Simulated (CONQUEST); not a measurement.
HgSe:

```xyz
4
Lattice="4.2978 0.0000 0.0000 0.0000 4.2978 0.0000 0.0000 0.0000 6.0780" Properties=species:S:1:pos:R:3 pbc="T T T"
Hg    0.0000    0.0000    0.0000
Hg    2.1489    2.1489    3.0390
Se    0.0000    2.1489    1.5195
Se    2.1489    0.0000    4.5585
```

| Quantity | Value |
| --- | --- |
| Program | CONQUEST 1.3 |
| Task | single point |
| Functional | PBE |
| Potentials or basis | PseudoDojo NC PBE, DZP, grid cutoff 120 Ha |
| k mesh | 6 × 6 × 5 |
| Occupations | fermi-dirac, width 0.05 eV |
| Spin | no spin polarisation |

On this cell: pressure 5.9 GPa; largest force zero by symmetry; band gap on the k mesh none (metal or under the smearing width).

The same run follows on a disturbed copy (atoms moved at random, drawn with an rms of 0.05 Å):

```
CELL_PARAMETERS angstrom
4.29780 0.00000 0.00000
0.00000 4.29780 0.00000
0.00000 0.00000 6.07800
ATOMIC_POSITIONS crystal
Hg 0.00944 0.00677 0.99851
Hg 0.50944 0.50677 0.49851
Se 0.00518 0.50981 0.24465
Se 0.50518 0.00981 0.74465
```

What does the disturbed cell give?

The energy (extrapolated to zero smearing) moves by +2.2 meV/atom; pressure 5.9 GPa; largest force 0.177 eV/Å; band gap on the k mesh none (metal or under the smearing width).

Forces on the atoms (eV/Å):
```
Hg  -0.084  0.069 -0.120
Hg  -0.084  0.069 -0.120
Se   0.067 -0.074  0.146
Se   0.067 -0.074  0.146
```

The forces don't sum to zero, so they hold noise of the program's grid.

Caveats: the basis of atomic orbitals isn't converged, which shifts pressures, moduli and gaps; the box holds several primitive cells, so bands are folded and the points are those of the box's own zone (some runs).
